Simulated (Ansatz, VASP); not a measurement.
SnSe: VASP beside Ansatz

```
Sn Se
1.0
     0.00000    3.01043    3.01043
     3.01043    0.00000    3.01043
     3.01043    3.01043    0.00000
Sn Se
1 1
Direct
  0.00000 0.00000 0.00000
  0.50000 0.50000 0.50000
```

Change from the starting cell: shortest bond scaled by 1, norm-conserving files.

Alike in both runs: task single point; functional PBE; k mesh 9 × 9 × 9; occupations fermi-dirac, width 0.05 eV; no spin polarisation.

|  | VASP | Ansatz |
| --- | --- | --- |
| version | VASP 6.6.1 | Ansatz 0.2.0 |
| potentials or method | VASP PAW PBE potentials, release 64 (Sn_d, Se) | norm-conserving pseudopotentials, scalar-relativistic |
| plane-wave cutoff (eV) | 520 | 1170 |
| valence electrons in the cell | 20 | 30 |

```csv
,VASP,Ansatz,Ansatz less VASP
pressure (GPa),1.0,1.0,-0.01
```

The functional is the same, so the differences come from potentials, cutoffs and numerics. The two sets of potentials don't hold the same shells in valence.
